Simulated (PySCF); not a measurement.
# CdTe under changes of volume

One of the cells (32.922 Å³/atom); the others are scaled copies at fixed shape and fractional positions:

```
Te Cd
1.0
     0.00000    3.20500    3.20500
     3.20500    0.00000    3.20500
     3.20500    3.20500    0.00000
Te Cd
1 1
Direct
  0.75000 0.75000 0.75000
  0.00000 0.00000 0.00000
```

```yaml
Program: PySCF 2.14.0
Functional: PBEsol
Potentials_or_basis: DZVP-MOLOPT-SR/GTH-PBE (potentials made for PBE)
k_mesh: 4 × 4 × 4
Occupations: fermi-dirac, width 0.05 eV
Spin: no spin polarisation
```

```csv
volume (Å³/atom),energy over the lowest point (meV/atom),gap on the mesh (eV)
30.947,?,?
31.605,61.98,0.96
32.263,40.49,0.88
32.922,23.38,0.81
33.580,11.65,0.74
34.239,3.99,0.67
34.897,0.00,0.61
```

What does the run at 30.947 Å³/atom give?

Energy over the lowest point 89.13 meV/atom; gap on the mesh 1.03 eV.

Worked out: A Birch-Murnaghan fit of order 3 (a polynomial in V^(-2/3)) to the other rows has its minimum at 35.28 Å³/atom, just outside them, with B0 = V·E''(V) = 44 GPa and B' = 3.8. It gives 89.40 meV/atom at 30.947 Å³/atom, against the run's 89.13. A straight line through the other rows of the gap, of slope -3.53 eV per unit of ln V (its deformation potential), extrapolates to 1.03 eV, against the run's 1.03.

Energies are extrapolated to zero smearing.

Caveats: some runs use coarse meshes; the potentials were made for another functional, which shifts forces and pressure; spin-orbit coupling is left out, which moves the levels of the heavy elements; the basis of atomic orbitals isn't converged, which shifts pressures, moduli and gaps.
